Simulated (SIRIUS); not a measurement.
# SrO under changes of volume

One of the cells (16.901 Å³/atom); the others are scaled copies at fixed shape and fractional positions:

```
Sr O
1.0
     0.00000    2.56630    2.56630
     2.56630    0.00000    2.56630
     2.56630    2.56630    0.00000
Sr O
1 1
Cartesian
  2.5663 2.5663 2.5663
  0.0000 0.0000 0.0000
```

| Quantity | Value |
| --- | --- |
| Program | SIRIUS 7.12.0 |
| Functional | WC |
| Potentials or basis | all-electron FP-LAPW |
| Cutoff | 276 eV |
| Basis | apw+lo standard |
| k mesh | 9 × 9 × 9 |
| Occupations | fermi-dirac, width 0.05 eV |
| Spin | no spin polarisation |

```tsv
volume (Å³/atom)	energy over the lowest point (meV/atom)	gap on the mesh (eV)
15.887	15.49	3.22
16.225	5.55	3.24
16.563	0.76	3.26
16.901	0.00	3.27
17.239	?	?
17.577	9.92	3.29
17.915	19.88	3.30
```

Task: What does the run at 17.239 Å³/atom give?

Result: Energy over the lowest point 3.24 meV/atom; gap on the mesh 3.28 eV.

Worked out: A Birch-Murnaghan fit of order 3 (a polynomial in V^(-2/3)) to the other rows has its minimum at 16.79 Å³/atom with B0 = V·E''(V) = 95 GPa and B' = 4.2. It gives 3.23 meV/atom at 17.239 Å³/atom, against the run's 3.24. A straight line through the other rows of the gap, of slope 0.642 eV per unit of ln V, gives 3.28 eV, against the run's 3.28.

Energies are extrapolated to zero smearing.

Caveats: an odd mesh through Γ misses points on the zone boundary, where band edges often lie. Spin-orbit coupling on Sr is left out.
